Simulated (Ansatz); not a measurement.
Slab: P, a slab with vacuum.

```
CELL_PARAMETERS angstrom
3.28373 0.00000 0.00000
0.00000 34.85703 0.00000
0.00000 0.00000 4.63208
ATOMIC_POSITIONS crystal
P 0.50000 0.97026 0.90785
P 0.50000 0.02974 0.09215
P 0.00000 0.02974 0.40785
P 0.00000 0.97026 0.59215
```

Base run:

```yaml
Program: Ansatz 0.2.0
Functional: HSE06
Potentials_or_basis: Ansatz PAW
Cutoff: "420 eV (not typed: the program's choice for these potentials)"
k_mesh: 5 × 1 × 4
Occupations: fermi-dirac, width 0.05 eV
Spin: no spin polarisation
```

Its results: band gap on the k mesh 1.60 eV, direct; largest force 0.132 eV/Å.

The run is repeated on the same cell with these changes: functional from HSE06 to PBE0. What comes out?

Band gap on the k mesh 2.29 eV, direct; largest force 0.131 eV/Å.

Caveats: odd divisions of the mesh miss points on the zone boundary, where band edges often lie, so the gap on the mesh can be too wide; the PAW data sets come from PBE, with cores solved anew for the run's functional, which leaves a small shift of forces and pressure.

A k mesh can miss the band edges.
